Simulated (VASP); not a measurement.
Write the native input for VASP 6.6.1 that does the following.

```
Task                   : electric field gradients
Functional             : LDA
Potentials or basis    : VASP PAW LDA potentials, release 64 (Ni, O)
Cutoff                 : 520 eV
k mesh                 : 11 × 11 × 11
Occupations            : gaussian, width 0.02 eV
Spin                   : collinear spin, ferromagnetic start
Starting moments       : [1.0, 0.0] μB
Further INCAR settings : ALGO = Normal; EDIFF = 1e-08
```

The structure of NiO lies in POSCAR:

```
NiO
1.0
    0.0000000000      2.0913095100      2.0913095100
    2.0913095100      0.0000000000      2.0913095100
    2.0913095100      2.0913095100      0.0000000000
Ni O
1 1
Direct
    0.0000000000      0.0000000000      0.0000000000
    0.5000000000      0.5000000000      0.5000000000
```

One way to write it, as run:

INCAR

```
SYSTEM = NiO
PREC     = Accurate       ! precision mode
ENCUT    = 520            ! plane-wave cutoff, eV
EDIFF    = 1E-8           ! SCF threshold, eV
ISMEAR   = 0              ! smearing method
SIGMA    = 0.02           ! smearing width, eV
LREAL    = .FALSE.        ! projectors in reciprocal space
LASPH    = .TRUE.         ! aspherical terms in the spheres
NELM     = 100            ! most SCF steps
ALGO     = Normal         ! electronic algorithm
ISIF     = 2              ! what is computed and relaxed
LWAVE    = .FALSE.        ! write WAVECAR
LCHARG   = .FALSE.        ! write CHGCAR
ISPIN    = 2              ! spin polarisation
MAGMOM   = 1 0            ! initial moments
LORBIT   = 11             ! projections on sites
LMAXMIX  = 4              ! l up to which the mixer works
GGA      = CA             ! functional
LEFG     = .TRUE.
```

KPOINTS

```
Automatic mesh
0
G
  11 11 11
  0 0 0
```

Potentials or basis: VASP PAW LDA potentials, release 64 (Ni, O).

Launch:

```bash
$ cat potpaw_LDA.64/Ni/POTCAR potpaw_LDA.64/O/POTCAR > POTCAR
$ mpirun -np 1 vasp_std > vasp.out
```

It gave:

* Pressure: -21.0 GPa
* Band gap on the k mesh: none (metal or under the smearing width)
* Net moment: 0.36 μB per cell
* Site moments: Ni +0.30; O +0.05 μB
* Valence electrons inside the program's atomic spheres: Ni 9.07; O 4.89

Caveat: so large a pressure means that the cell lies far from this level's equilibrium, or that cutoff or potentials fall short; semilocal functionals often make such compounds metallic where correlation or magnetic order opens a gap, which also shifts bond lengths.

It took 15 s on 1 thread of Intel(R) Xeon(R) Platinum 8488C (Sapphire Rapids) (shared host), peak memory 0.15 GiB.
